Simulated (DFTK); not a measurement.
Hf under changes of volume

One of the cells (23.523 Å³/atom); the others are scaled copies at fixed shape and fractional positions:

```xyz
1
Lattice="-1.8050 1.8050 1.8050 1.8050 -1.8050 1.8050 1.8050 1.8050 -1.8050" Properties=species:S:1:pos:R:3 pbc="T T T"
Hf    0.0000    0.0000    0.0000
```

This isn't the form of Hf at room conditions, which is hcp.

| Property | Result |
| --- | --- |
| Program | DFTK 0.8.2 |
| Functional | r2SCAN |
| Potentials or basis | cp2k.nc.sr.pbe.v0_1.largecore.gth (PBE, GTH) |
| Cutoff | 1932 eV |
| k mesh | 6 × 6 × 6 |
| Occupations | fermi-dirac, width 0.05 eV |
| Spin | no spin polarisation |

```csv
volume (Å³/atom),energy over the lowest point (meV/atom),pressure (GPa)
22.112,8.84,2.2
22.582,0.64,0.2
23.052,0.00,-1.9
23.523,5.30,-3.9
23.993,?,?
24.464,33.78,-7.5
24.934,55.72,-9.0
```

What does the run at 23.993 Å³/atom give?

Energy over the lowest point 16.74 meV/atom; pressure -5.7 GPa.

Worked out: A Birch-Murnaghan fit of order 3 (a polynomial in V^(-2/3)) to the other rows has its minimum at 22.88 Å³/atom with B0 = V·E''(V) = 111 GPa and B' = 3.2. It gives 16.84 meV/atom at 23.993 Å³/atom, against the run's 16.74, and -dE/dV = -4.9 GPa, against -5.7.

Energies are extrapolated to zero smearing.

Caveats: all runs use coarse meshes; GTH potentials come without recommended cutoffs, and this one wasn't checked for convergence; the potentials were made for another functional, which shifts forces and pressure.
